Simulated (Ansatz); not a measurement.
# GaN: do energies and stresses tell the same story?

The calculation used DFT PBEsol, scalar-relativistic, plane waves, PAW in Ansatz 0.2.0.

Cutoff 420 eV; k points 12×12×6 on the computed 4-atom cell (Γ-centred); Gaussian smearing, width 0.02 eV; no spin polarisation.

Relaxed cell: P6_3mc, a = 3.183 Å, b = 3.183 Å, c = 5.185 Å, α = 90.00°, β = 90.00°, γ = 120.00°, 4 atoms in the primitive cell.

Energies at zero smearing and pressures from the stress tensor, at volumes with shape and atoms relaxed:
| V (Å³/atom) | E − E(first) (meV/atom) | P (GPa) |
| --- | --- | --- |
| 10.689 | 0.00 | 13.36 |
| 11.030 | -20.55 | 6.14 |
| 11.371 | -26.91 | 0.00 |
| 11.713 | -21.21 | -5.22 |
| 12.054 | -5.23 | -9.66 |

Q: Check P = −dE/dV between neighbouring volumes, and get the bulk modulus from the pressures alone.

A: With 1 eV/Å³ = 160.2 GPa:
| middle V (Å³/atom) | −ΔE/ΔV (GPa) | mean P (GPa) |
| --- | --- | --- |
| 10.860 | 9.650 | 9.752 |
| 11.201 | 2.987 | 3.072 |
| 11.542 | -2.677 | -2.610 |
| 11.883 | -7.503 | -7.440 |

The two differ by 0.10 GPa at most. The mean of two end pressures misses the average over a step by about ΔV² P″/12, up to 0.10 GPa here; with that taken off 0.01 GPa remains. Around V = 11.371 Å³/atom, the two neighbours give B = −V ΔP/ΔV = 11.371 × 11.36 / 0.682 = 189.4 GPa, against B0 = 188.4 GPa from the Birch–Murnaghan fit of the energies.